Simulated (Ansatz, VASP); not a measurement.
**Two plane-wave programs on CoSi**

Contents of INCAR:

```
SYSTEM = CoSi
  ALGO = Normal
  EDIFF = 1E-6
  ENCUT = 520
  GGA = PS
  ISIF = 2
  ISMEAR = 0
  LASPH = .True.
  LCHARG = .False.
  LREAL = .False.
  LWAVE = .False.
  NBANDS = 36
  NELM = 80
  PREC = Accurate
  SIGMA = 0.1
```

KPOINTS

```
k-points
0
Gamma
  4 4 4
  0 0 0
```

Contents of POSCAR:

```
CoSi
1.0
    4.4380000000      0.0000000000      0.0000000000
    0.0000000000      4.4380000000      0.0000000000
    0.0000000000      0.0000000000      4.4380000000
Co Si
4 4
Direct
    0.1400000000      0.1400000000      0.1400000000
    0.3600000000      0.8600000000      0.6400000000
    0.6400000000      0.3600000000      0.8600000000
    0.8600000000      0.6400000000      0.3600000000
    0.8430000000      0.8430000000      0.8430000000
    0.6570000000      0.1570000000      0.3430000000
    0.3430000000      0.6570000000      0.1570000000
    0.1570000000      0.3430000000      0.6570000000
```

Input for Ansatz:

```yaml
crystal:
  lattice:
    - [4.438, 0.0, 0.0]
    - [0.0, 4.438, 0.0]
    - [0.0, 0.0, 4.438]
  atoms:
    - { symbol: Co, position: [0.14, 0.14, 0.14] }
    - { symbol: Co, position: [0.36, 0.86, 0.64] }
    - { symbol: Co, position: [0.64, 0.36, 0.86] }
    - { symbol: Co, position: [0.86, 0.64, 0.36] }
    - { symbol: Si, position: [0.843, 0.843, 0.843] }
    - { symbol: Si, position: [0.657, 0.157, 0.343] }
    - { symbol: Si, position: [0.343, 0.657, 0.157] }
    - { symbol: Si, position: [0.157, 0.343, 0.657] }
basis:
  ecutwfc: 420
kpoints:
  mp_grid: { grid: [4, 4, 4] }
hamiltonian:
  xc: pbesol
scf:
  occupations: { method: gaussian, width: 0.1 }
output:
  forces: true
  stress: true
  eigenvalues: true
```

Alike in both runs: task single point; functional PBEsol; k mesh 4 × 4 × 4; occupations gaussian, width 0.1 eV; no spin polarisation.

|  | VASP | Ansatz |
| --- | --- | --- |
| version | VASP 6.6.1 | Ansatz 0.2.0 |
| potentials or method | VASP PAW PBE potentials, release 64 (Co, Si) | scalar-relativistic, plane waves, PAW |
| plane-wave cutoff (eV) | 520 | 420 |
| valence electrons in the cell | 52 | 84 |

Ansatz gave:

```
gap on the k mesh at the Fermi level (eV) : none
pressure (GPa)                            : -7.2
rms of the force components (eV/Å)        : 0.097
```

Problem. Which values does VASP return?

Solution. gap on the k mesh at the Fermi level (eV): none; pressure (GPa): -7.0; rms of the force components (eV/Å): 0.103.

Atom by atom the forces differ by 0.007 eV/Å (rms over components). A gap of «none» marks a metal or a gap that the smearing closes. The two sets of potentials don't hold the same shells in valence.

Caveats: the PAW data sets were made with another functional, which shifts forces and pressure a little (VASP). Spin polarisation is off, so any magnetic state and its effect on volume and gap are missing.
